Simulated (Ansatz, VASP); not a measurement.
## Two plane-wave programs on NaH

```
CELL_PARAMETERS angstrom
0.00000 2.47211 2.47211
2.47211 0.00000 2.47211
2.47211 2.47211 0.00000
ATOMIC_POSITIONS crystal
Na 0.00000 0.00000 0.00000
H 0.50000 0.50000 0.50000
```

Change from the starting cell: volume scaled by 1.04.

Alike in both runs: task single point; functional PBE; k mesh 9 × 9 × 9; occupations fermi-dirac, width 0.05 eV; no spin polarisation.

|  | VASP | Ansatz |
| --- | --- | --- |
| version | VASP 6.6.1 | Ansatz 0.2.0 |
| potentials or method | VASP PAW PBE potentials, release 64 (Na_pv, H) | Ansatz PAW |
| plane-wave cutoff (eV) | 520 | 420 |
| valence electrons in the cell | 8 | 10 |

```tsv
	VASP	Ansatz	Ansatz less VASP
gap on the k mesh at the Fermi level (eV)	3.94	3.94	+0.001
least direct gap on the mesh (eV)	4.61	4.61	+0.003
pressure (GPa)	-1.4	-1.4	+0.04
```

With one functional, cell and mesh, what is left measures potentials, basis and numerics. The two sets of potentials don't hold the same shells in valence.

Caveats: an odd mesh through Γ misses points on the zone boundary, where band edges often lie (VASP); odd divisions of the mesh miss points on the zone boundary, where band edges often lie, so the gap on the mesh can be too wide (Ansatz).
